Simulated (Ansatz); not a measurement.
Clean, relaxed (100) surface of Cu, space group Fm-3m (No. 225) (top face towards +c; atoms held fixed, by place in the list: 1, 2):

```
Cu
1.0
     2.51968    0.00000    0.00000
     0.00000    2.51968    0.00000
     0.00000    0.00000   24.12674
Cu
5
Cartesian
  1.2598 1.2598 8.5000
  0.0000 0.0000 10.2817
  1.2598 1.2598 12.0643
  0.0000 0.0000 13.8508
  1.2598 1.2598 15.5750
```

Theory: Ansatz 0.2.0, DFT PBEsol, scalar-relativistic, plane waves, PAW. Cutoff 420 eV; k points 11×11×1 on the computed 5-atom cell (Γ-centred); Gaussian smearing, width 0.10 eV; no spin polarisation. A dipole correction removes the field between periodic images along c.

O (atom) is adsorbed on the top face, one adsorbate per 6.3 Å², and relaxed from 3 starting sites (fractions of a and b). E_ads counts from the clean slab and the free adsorbate (spin-polarised where it has unpaired electrons); negative means bound. Heights count from the highest slab atom after relaxation. Δφ is the top face's. Δp counts per cell along +c. Bonded neighbours lie within 1.25 times the sum of covalent radii (1.35 for H) and, on that scale, within 12 % of the closest. With the adsorbate the cell is lengthened along c to keep the vacuum.

| start | ends at | E_ads (eV) | height (Å) | shortest contact | Δφ (eV) | Δp (e·Å) |
| --- | --- | --- | --- | --- | --- | --- |
| top (Cu) at (0.50, 0.50) | (0.50, 0.50), 1 bonded neighbour (Cu) | -2.51 | 1.74 | O–Cu 1.74 Å | +4.33 | -0.149 |
| bridge (Cu-Cu) at (0.00, 0.50) | (0.00, 0.50), 2 bonded neighbours (Cu) | -3.50 | 1.26 | O–Cu 1.78 Å | +3.57 | -0.124 |
| hollow (over Cu) at (0.00, 0.00) | (0.00, 0.00), 4 bonded neighbours (Cu) | -4.06 | 0.56 | O–Cu 1.87 Å | +1.18 | -0.043 |

Among the sites tried, the lowest end comes from the hollow (over Cu) at (0.00, 0.00) start; other sites may lie lower.

Each end is the local minimum or symmetric point that its start leads to. The slab is only 7.1 Å thick, so the energies aren't converged with thickness.

Spin polarisation was left out, and a magnetic state may lie lower.